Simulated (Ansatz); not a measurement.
AlP: computed properties

Method: DFT PBE, scalar-relativistic, plane waves, PAW in Ansatz.

Cutoff 420 eV; k points 8×8×8 on the computed 2-atom cell (Γ-centred); Gaussian smearing, width 0.02 eV; no spin polarisation.

The structure is relaxed at this level of theory with its symmetry kept.

```cif
data_structure
_symmetry_space_group_name_H-M 'F-43m'
_symmetry_Int_Tables_number 216
_cell_length_a 5.5068
_cell_length_b 5.5068
_cell_length_c 5.5068
_cell_angle_alpha 90.000
_cell_angle_beta 90.000
_cell_angle_gamma 90.000
_cell_volume 166.99
loop_
_atom_site_label
_atom_site_type_symbol
_atom_site_symmetry_multiplicity
_atom_site_Wyckoff_symbol
_atom_site_fract_x
_atom_site_fract_y
_atom_site_fract_z
_atom_site_occupancy
Al1 Al 4 a 0.00000 0.00000 0.00000 1
P1 P 4 d 0.25000 0.25000 0.75000 1
```

```json
{
  "Space group": "F-43m (No. 216)",
  "Volume per atom": "20.87 Å³",
  "Formation energy from the elements' standard states (uncorrected)": "-0.633 eV/atom",
  "Kohn–Sham band gap": "1.63 eV",
  "Löwdin character of the top 1 eV of the valence band": "P 3p 80 %, Al 3p 17 %",
  "Löwdin character of the lowest 1 eV of the conduction band": "Al 3p 52 %, P 3s 17 %, P 3p 9 %, Al 3s 8 %, unprojected 15 %",
  "Bader charges (e)": "Al (1 in the cell) 2.09, P (1 in the cell) -2.09"
}
```

Cost: 1 run of about 0.37 core-minutes, on Arm Neoverse V1 (shared hosts).